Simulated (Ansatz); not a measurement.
## The polar optical mode of GaP at 50 GPa, worked through

Level of theory: Ansatz 0.2.0, DFT PBEsol, scalar-relativistic, plane waves, PAW. Settings: 420 eV plane-wave cutoff, Γ-centred 10×10×10 mesh, fixed occupations. No spin polarisation. Phonons by linear response, acoustic sum rule imposed.

The cell, relaxed at 50 GPa:
```cif
data_structure
_symmetry_space_group_name_H-M 'P 1'
_symmetry_Int_Tables_number 1
_cell_length_a 3.4743
_cell_length_b 3.4743
_cell_length_c 3.4743
_cell_angle_alpha 60.000
_cell_angle_beta 60.000
_cell_angle_gamma 60.000
_cell_volume 29.65
loop_
_atom_site_label
_atom_site_type_symbol
_atom_site_fract_x
_atom_site_fract_y
_atom_site_fract_z
_atom_site_occupancy
Ga1 Ga 0.00000 0.00000 0.00000 1
P1 P 0.75000 0.75000 0.75000 1
```

The real crystal has changed phase below this pressure. The run warned that the force constants aren't converged on this k mesh, so the frequencies and all that is formed from them are rough. The bands were filled as in an insulator; under compression the gap may have closed between mesh points.

Linear response gives ν_TO = 511.6 cm⁻¹, Born charges ±1.605 e (positive on Ga) and ε∞ = 10.020. The primitive cell holds 29.654 Å³, and the masses are 69.723 and 30.974 amu.

Problem. Find ν_LO and the static dielectric constant.

Solution. The long-wave field adds a restoring force: ω_LO² − ω_TO² = Z*²e²/(ε_vac ε∞ μV). In these units ν_LO² − ν_TO² = 4.92064×10⁷ Z*²/(μ V ε∞) cm⁻², with μ = m₁m₂/(m₁ + m₂) = 21.446 amu: 19887 cm⁻². So ν_LO = √(511.6² + 19887) = 530.6 cm⁻¹, and the run gives 530.6. Lyddane–Sachs–Teller then gives ε0 = ε∞ (ν_LO/ν_TO)² = 10.78, against 10.78 in the run (it forms both from the same three quantities, so the match checks the arithmetic only). Between ν_TO and ν_LO the dielectric function is negative and an undamped crystal reflects fully: a reststrahlen band from 18.8 to 19.5 μm.

Problem. What do the Clausius–Mossotti polarisability and the Szigeti charge come to?

Solution. With the Lorentz local field, α = (3V/4π)(ε∞ − 1)/(ε∞ + 2) = 5.31 Å³ for the pair, and e_S = 3Z*/(ε∞ + 2) = 0.40 e. The Born charge includes the electrons' response to the dipole's own local field, and e_S takes that enhancement out. The Lorentz field assumes point-like polarisable ions, a poor picture once ε∞ is this large, since the electron clouds then overlap or are shared, so both numbers are formal here.

Problem. How strongly does a slow electron couple to the LO mode?

Solution. For one isotropic parabolic band, Fröhlich's constant is α_F = (1/ε∞ − 1/ε0) √(m* Ry/ħω_LO), with Ry = 13.606 eV, ħω_LO = 65.8 meV and m* in free-electron masses: α_F = 0.0070 × 14.38 × √m* = 0.10 √m*. The band mass isn't part of this run; for m* = 0.1, 0.3 and 1 it gives 0.03, 0.06, 0.10. In weak coupling the polaron lies α_F ħω_LO below the band edge (4 meV at m* = 0.3) with a mass m*(1 + α_F/6); past α_F of about 5 or 6 that expansion fails. A semilocal functional's ε∞ tends to be too large, which taken alone lowers α_F.

Cost: 1 run of about 2 core-minutes, on Intel Xeon Processor @ 2.50GHz (Skylake/Cascade Lake) (shared hosts).

The small separation between ν_TO and ν_LO, and between ε∞ and ε0, describes a weakly polar lattice, provided the compressed crystal keeps its gap. Gallium and phosphorus differ only modestly in electronegativity and share electrons in sp³ bonds. The Born charge measures how that bonding charge shifts when the sublattices move, so ±1.605 e is not a static ionic charge.

Two effects keep the polar response small. Electronic screening weakens the long-range field that raises the LO mode, while the stiff bonds limit how far the sublattices move in a static field. The lattice part of ε0 depends on the Born charge and this stiffness, not directly on ε∞, so most of the static screening is electronic. The same small lattice part probably leaves a slow electron only lightly dressed by LO phonons for any of the masses tried. Weak Fröhlich coupling does not by itself imply high mobility, since deformation-potential and intervalley scattering, which can matter in an indirect-gap semiconductor such as GaP, lie outside this estimate.
